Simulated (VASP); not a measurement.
Write the native input for VASP 6.6.1 that does the following.

* Task: single point
* Functional: LDA
* Potentials or basis: VASP PAW LDA potentials, release 64 (Ti_sv, O)
* Cutoff: 520 eV
* k mesh: 10 × 10 × 6
* Occupations: fermi-dirac, width 0.05 eV
* Spin: no spin polarisation
* Hubbard terms: Ti d U = 3 eV
* Further INCAR settings: ALGO = Normal; EDIFF = 1e-07

The structure of Ti2O lies in POSCAR:

```
Ti2O
1.0
    2.9194000000      0.0000000000      0.0000000000
   -1.4597000000      2.5282745638      0.0000000000
    0.0000000000      0.0000000000      4.7130000000
Ti O
2 1
Direct
    0.3333333333      0.6666666667      0.7212600000
    0.6666666667      0.3333333333      0.2787400000
    0.0000000000      0.0000000000      0.0000000000
```

The input as run:

INCAR

```
SYSTEM = Ti2O
ALGO = Normal
EDIFF = 1E-7
ENCUT = 520
GGA = CA
ISIF = 2
ISMEAR = -1
LASPH = .True.
LCHARG = .True.
LDAU = .True.
LDAUJ = 0 0
LDAUL = 2 -1
LDAUPRINT = 1
LDAUTYPE = 2
LDAUU = 3 0
LELF = .True.
LMAXMIX = 4
LREAL = .False.
LVHAR = .True.
LWAVE = .False.
NELM = 60
PREC = Accurate
SIGMA = 0.05
```

KPOINTS

```
k-points
0
Gamma
  10 10 6
  0 0 0
```

Potentials or basis: VASP PAW LDA potentials, release 64 (Ti_sv, O).

Run with:

```bash
$ cat potpaw_LDA.64/Ti_sv/POTCAR potpaw_LDA.64/O/POTCAR > POTCAR
$ mpirun -np 1 vasp_std > vasp.out
```

It gave:

* Pressure: 6.9 GPa
* Largest force: 1.395 eV/Å
* Band gap on the k mesh: none (metal or under the smearing width)

Caveat: U without spin polarisation on a metal has little footing; forces of over 1 eV/Å show positions far from the minimum, so gaps and moduli don't describe the material at rest.

It took 52 s on 1 thread of Intel(R) Xeon(R) Platinum 8375C CPU @ 2.90GHz (Ice Lake), on a shared host, peak memory 0.16 GiB.
